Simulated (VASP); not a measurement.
Set up this calculation in VASP 6.6.1, as the native input.

```yaml
Task: single point
Functional: PBEsol
Potentials_or_basis: VASP PAW PBE potentials, release 64 (Te, Ti_sv)
Cutoff: 520 eV
k_mesh: 8 × 8 × 4
Occupations: fermi-dirac, width 0.05 eV
Spin: no spin polarisation
Ladder: free
Further_INCAR_settings: ALGO = Normal; EDIFF = 1e-07; NBANDS = 19
```

The structure of TiTe2 lies in POSCAR:

```
TiTe2
1.0
    3.7770000000      0.0000000000      0.0000000000
   -1.8885000000      3.2709779501      0.0000000000
    0.0000000000      0.0000000000      6.4980000000
Te Ti
2 1
Direct
    0.3333333333      0.6666666667      0.7372000000
    0.6666666667      0.3333333333      0.2628000000
    0.0000000000      0.0000000000      0.0000000000
```

One way to write it, as run:

INCAR

```
SYSTEM = TiTe2
PREC = Accurate
ENCUT = 520
EDIFF = 1E-7
ISMEAR = -1
SIGMA = 0.05
LREAL = .FALSE.
LASPH = .TRUE.
NELM = 80
ALGO = Normal
ISIF = 2
LWAVE = .FALSE.
LCHARG = .TRUE.
GGA = PS
LELF = .TRUE.
LVHAR = .TRUE.
NBANDS = 19
```

KPOINTS

```
Automatic mesh
0
G
  8 8 4
  0 0 0
```

Potentials or basis: VASP PAW PBE potentials, release 64 (Te, Ti_sv).

Command:

```console
$ cat potpaw_PBE.64/Te/POTCAR potpaw_PBE.64/Ti_sv/POTCAR > POTCAR
$ mpirun -np 1 vasp_std > vasp.out
```

It gave:

- Pressure: -2.2 GPa
- Largest force: 0.110 eV/Å
- Band gap on the k mesh: none (metal or under the smearing width)

Caveat: the PAW data sets were made with another functional, which shifts forces and pressure a little; this functional lacks dispersion, which binds the layers, so the pressure and a relaxed spacing across them are unreliable.

Wall time 53 s on 1 thread of Intel(R) Xeon(R) Platinum 8259CL CPU @ 2.50GHz (Skylake/Cascade Lake) (shared host), peak memory 0.21 GiB.
